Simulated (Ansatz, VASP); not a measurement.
# One calculation of Pb, two programs

The input INCAR:

```
SYSTEM = Pb
  PREC = Accurate
  ENCUT = 520
  EDIFF = 1E-6
  ISMEAR = -1
  SIGMA = 0.1
  LREAL = .False.
  LASPH = .True.
  NELM = 80
  ALGO = Normal
  ISIF = 2
  LWAVE = .False.
  LCHARG = .False.
  GGA = CA
  NBANDS = 13
```

Contents of KPOINTS:

```
Automatic mesh
0
Gamma
  18 18 18
  0 0 0
```

Contents of POSCAR:

```
Pb
1.0
    0.0000000000      2.5313919817      2.5313919817
    2.5313919817      0.0000000000      2.5313919817
    2.5313919817      2.5313919817      0.0000000000
Pb
1
Direct
    0.0000000000      0.0000000000      0.0000000000
```

Input for Ansatz:

```yaml
crystal:
  lattice:
    - [0.0, 2.5313919817, 2.5313919817]
    - [2.5313919817, 0.0, 2.5313919817]
    - [2.5313919817, 2.5313919817, 0.0]
  atoms:
    - { symbol: Pb, position: [0.0, 0.0, 0.0] }
hamiltonian:
  xc: lda
  pseudopotentials:
    kind: paw
    azcp:
      Pb: "pseudopotentials/Pb.paw.azcp"
basis:
  ecutwfc: 420
  fft_grid_basis: typed
kpoints:
  mp_grid: { grid: [18, 18, 18], shift: [0, 0, 0] }
magnetization:
  spin_polarized: false
scf:
  occupations: { method: fermi_dirac, width: 0.1 }
output:
  stress: true
```

Alike in both runs: task single point; functional LDA; k mesh 18 × 18 × 18; occupations fermi-dirac, width 0.1 eV; no spin polarisation.

```csv
,VASP,Ansatz
version,VASP 6.6.1,Ansatz 0.2.0
potentials or method,"VASP PAW LDA potentials, release 64 (Pb_d)","plane waves (420 eV) with PAW, scalar-relativistic"
plane-wave cutoff (eV),520,420
valence electrons in the cell,14,14
```

|  | VASP | Ansatz | Ansatz less VASP |
| --- | --- | --- | --- |
| pressure (GPa) | -4.3 | -4.4 | -0.09 |

Ansatz warned: «pseudo_functional_mismatch».

Spin-orbit coupling is left out, which matters for the levels of Pb.
